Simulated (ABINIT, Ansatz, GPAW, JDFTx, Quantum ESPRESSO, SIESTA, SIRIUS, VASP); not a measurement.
**Sn: programs and potentials compared**

```xyz
2
Lattice="0.0000 3.2333 3.2333 3.2333 0.0000 3.2333 3.2333 3.2333 0.0000" Properties=species:S:1:pos:R:3 pbc="T T T"
Sn    4.8500    4.8500    4.8500
Sn    3.2333    3.2333    3.2333
```

This isn't the form of Sn at room conditions, which is tetragonal (white tin).

Alike in all runs: task single point; functional PBEsol; k mesh 7 × 7 × 7; occupations fermi-dirac, width 0.05 eV; no spin polarisation; no spin-orbit coupling. Pressure is positive in compression and, in plane waves, holds the error of the finite cutoff.

| program and potentials | plane-wave cutoff (eV) | notes | pressure (GPa) |
| --- | --- | --- | --- |
| VASP, PBE PAW files Sn_d, 520 eV | 520 | potentials made for PBE | 1.48 |
| SIESTA, files PseudoDojo sr-pbesol-0.4.1-standard, DZP (energy shift 0.003 Ry; two zetas on semicore shells) | - | atomic basis | 1.87 |
| Quantum ESPRESSO, GBRV 1.5 PBEsol | 925 | - | 1.29 |
| ABINIT, PseudoDojo NC SR PBEsol v0.4.1 standard | 980 | - | 1.66 |
| JDFTx, PseudoDojo-SR-PBEsol-0.4.1-standard with smoothed tails | 980 | - | 1.66 |
| GPAW, PAW data sets generated for this functional | 600 | - | 1.27 |
| SIRIUS, PseudoDojo 0.4.1 PBEsol standard (scalar relativistic) | 983 | - | 1.66 |
| Ansatz, all-electron LAPW, scalar-relativistic | - | - | 1.55 |

The pressure spans 1.27 (GPAW, PAW data sets generated for this functional) to 1.87 GPa (SIESTA, files PseudoDojo sr-pbesol-0.4.1-standard, DZP (energy shift 0.003 Ry; two zetas on semicore shells)), with all-electron results at 1.55. Rows in atomic bases carry the error of their basis and grid, which can be large.

The functional is the same throughout but for its coding, so the spread measures potentials, basis and numerics; runs on potential files found faulty are left out.
